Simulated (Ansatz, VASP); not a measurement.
**Two plane-wave programs on Ga2O3 (k07)**

INCAR

```
PREC = Accurate
ENCUT = 520
EDIFF = 1E-6
ISMEAR = 0
SIGMA = 0.1
LREAL = False
LASPH = True
NELM = 100
ALGO = Normal
ISIF = 2
LWAVE = False
LCHARG = False
NBANDS = 55
```

The input KPOINTS:

```
Automatic mesh
0
Gamma
  6 6 6
```

Contents of POSCAR:

```
Ga2O3
1.0
    2.4997250000      1.4432169000      4.5003166700
   -2.4997250000      1.4432169000      4.5003166700
    0.0000000000     -2.8864338000      4.5003166700
Ga O
4 6
Direct
    0.8559600000      0.8559600000      0.8559600000
    0.6440400000      0.6440400000      0.6440400000
    0.1440400000      0.1440400000      0.1440400000
    0.3559600000      0.3559600000      0.3559600000
    0.0526000000      0.4474000000      0.7500000000
    0.7500000000      0.0526000000      0.4474000000
    0.4474000000      0.7500000000      0.0526000000
    0.9474000000      0.5526000000      0.2500000000
    0.2500000000      0.9474000000      0.5526000000
    0.5526000000      0.2500000000      0.9474000000
```

Input for Ansatz:

```yaml
crystal:
  lattice:
    - [2.499725, 1.4432169, 4.50031667]
    - [-2.499725, 1.4432169, 4.50031667]
    - [0.0, -2.8864338, 4.50031667]
  atoms:
    - { symbol: Ga, position: [0.85596, 0.85596, 0.85596] }
    - { symbol: Ga, position: [0.64404, 0.64404, 0.64404] }
    - { symbol: Ga, position: [0.14404, 0.14404, 0.14404] }
    - { symbol: Ga, position: [0.35596, 0.35596, 0.35596] }
    - { symbol: O, position: [0.0526, 0.4474, 0.75] }
    - { symbol: O, position: [0.75, 0.0526, 0.4474] }
    - { symbol: O, position: [0.4474, 0.75, 0.0526] }
    - { symbol: O, position: [0.9474, 0.5526, 0.25] }
    - { symbol: O, position: [0.25, 0.9474, 0.5526] }
    - { symbol: O, position: [0.5526, 0.25, 0.9474] }
basis:
  ecutwfc: 420
kpoints:
  mp_grid: { grid: [6, 6, 6] }
hamiltonian:
  xc: lda
  pseudopotentials: { kind: paw, azcp: { folder: soft_1 } }
scf:
  occupations: { method: gaussian, width: 0.1 }
output:
  forces: true
  stress: true
  eigenvalues: true
```

Alike in both runs: task single point; functional LDA; k mesh 6 × 6 × 6; occupations gaussian, width 0.1 eV; no spin polarisation.

```csv
,VASP,Ansatz
version,VASP 6.6.1,Ansatz 0.2.0
potentials or method,"VASP PAW LDA potentials, release 64 (Ga_d, O)","scalar-relativistic, plane waves, PAW"
plane-wave cutoff (eV),520,420
valence electrons in the cell,88,88
```

```tsv
	VASP	Ansatz	Ansatz less VASP
gap on the k mesh at the Fermi level (eV)	2.68	2.67	-0.014
least direct gap on the mesh (eV)	2.93	2.92	-0.015
pressure (GPa)	-5.7	-7.6	-1.87
largest component of the traceless stress (GPa)	0.60	0.31	-0.292
rms of the force components (eV/Å)	0.031	0.022	-0.0091
```

Atom by atom the forces differ by 0.013 eV/Å (rms over components). Ansatz warned: «pseudo_functional_mismatch».

A k mesh can miss the band edges. A hybrid or GW would open this gap; LDA tends to underestimate it.
